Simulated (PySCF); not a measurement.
**One molecule, many functionals**

C₄H₁₀O.
Cartesian coordinates in Å at the PBE0-D3(BJ)/def2-SVP level; atoms count from 1:
```
atom  x, y, z in Å
C1     0.166   -1.362   -0.451
C2    -0.090   -0.018    0.228
C3    -0.890    0.906   -0.688
C4     1.222    0.636    0.636
O5    -0.799   -0.222    1.440
H6     0.754   -1.247   -1.374
H7     0.710   -2.032    0.231
H8    -0.786   -1.849   -0.721
H9    -1.098    1.857   -0.177
H10   -0.349    1.120   -1.622
H11   -1.854    0.445   -0.960
H12    1.847    0.855   -0.243
H13    1.783   -0.028    1.311
H14    1.023    1.576    1.172
H15   -1.639   -0.638    1.219
```

Linear-response calculations in the def2-SVPD basis (PySCF; singlets by full response, triplets Tamm–Dancoff, core orbitals frozen in the response; HF means time-dependent Hartree–Fock). 'Strongest' is the level of largest summed f among the singlets computed (10 roots, of which the last may lack a degenerate partner); it can jump between rows when another state enters that window. S1 is the lowest singlet of each run and needn't be the same state throughout; f(S1) is that of one state. Isolated species at its PBE0-D3(BJ)/def2-SVP geometry, gas phase.

```
functional                               kind  S1 (eV)  f(S1)  strongest (eV)  T1 (eV)  HOMO (eV)  gap (eV)  ionisation energy, ΔSCF (eV)
       LDA                                LDA     6.00  0.022            8.24     5.88      -6.36      5.95                          9.95
       PBE                                GGA     5.98  0.024            8.20     5.83      -6.22      5.93                          9.77
     B3LYP  global hybrid, 20% exact exchange     6.69  0.024            8.07     6.48      -7.61      7.74                         10.11
      PBE0  global hybrid, 25% exact exchange     6.95  0.024            8.34     6.71      -7.84      8.28                         10.07
 BHandHLYP  global hybrid, 50% exact exchange     7.58  0.021            9.01     7.28      -9.42     10.36                         10.22
 CAM-B3LYP             range-separated hybrid     7.08  0.021            9.76     6.81      -9.34     10.42                         10.27
   LC-wPBE             range-separated hybrid     7.62  0.020           10.09     7.28     -10.65     12.86                         10.37
        HF                       Hartree–Fock     8.76  0.019           10.32     8.30     -11.83     14.34                   not settled
```

**Question.** What does wB97X-D (range-separated hybrid) give?

**Answer.** S1 (eV) 7.32, f(S1) 0.022, strongest (eV) 9.98, T1 (eV) 7.12, HOMO (eV) -9.78, gap (eV) 11.88, ionisation energy, ΔSCF (eV) 10.18. S1 runs from 5.98 eV (PBE) to 8.76 eV (HF), a spread of 2.78 eV, while the orbital gap spreads over 8.4 eV. Along PBE (0%), B3LYP (20%), PBE0 (25%), BHandHLYP (50%), HF (100%) S1 rises with the share of exact exchange. −ε(HOMO) comes closest to its own ΔSCF ionisation energy with LC-wPBE (+0.28 eV) and misses most with LDA (-3.58 eV). 'Not settled' means that the ion's SCF failed to converge or may have ended in another state than the lowest.
